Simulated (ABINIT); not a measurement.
Runs of ABINIT 10.8.3 (patched build) on CoO. It takes space group R-3m (No. 166, trigonal). Conventional cell: a = 3.011 Å, b = 3.011 Å, c = 7.320 Å, α = 90.00°, β = 90.00°, γ = 120.00°. Co (site symmetry -3m) has 6 O at 2.12 Å as nearest neighbours. Around O (site symmetry -3m) lie 6 Co at 2.12 Å. The cell is a database's computed one.

| U | gap on the mesh (eV) | pressure (GPa) | moment (μB) |
| --- | --- | --- | --- |
| Co d U = 4 eV | none | 2.5 | 3.00 |
| Co d U = 0 eV | none | -0.7 | (a) |
| Co d U = 6 eV | none | 3.6 | 3.00 |
| Co d U = 8 eV | none | (b) | 3.00 |

Alike in all rows: task single point; level PBE+U; potentials or basis JTH PAW PBE v2.0; spin collinear, ferromagnetic start; cell as given; k mesh 9 × 9 × 9; cutoff (eV) 707; smearing fermi-dirac 0.05 eV.

Q: Fill in the values left out.

A: (a) 2.87; (b) 4.8.

Caveats: a cell with one magnetic atom can't hold antiferromagnetic order, which such compounds often take.

A gap of «none» marks a metal or a gap under the smearing width.
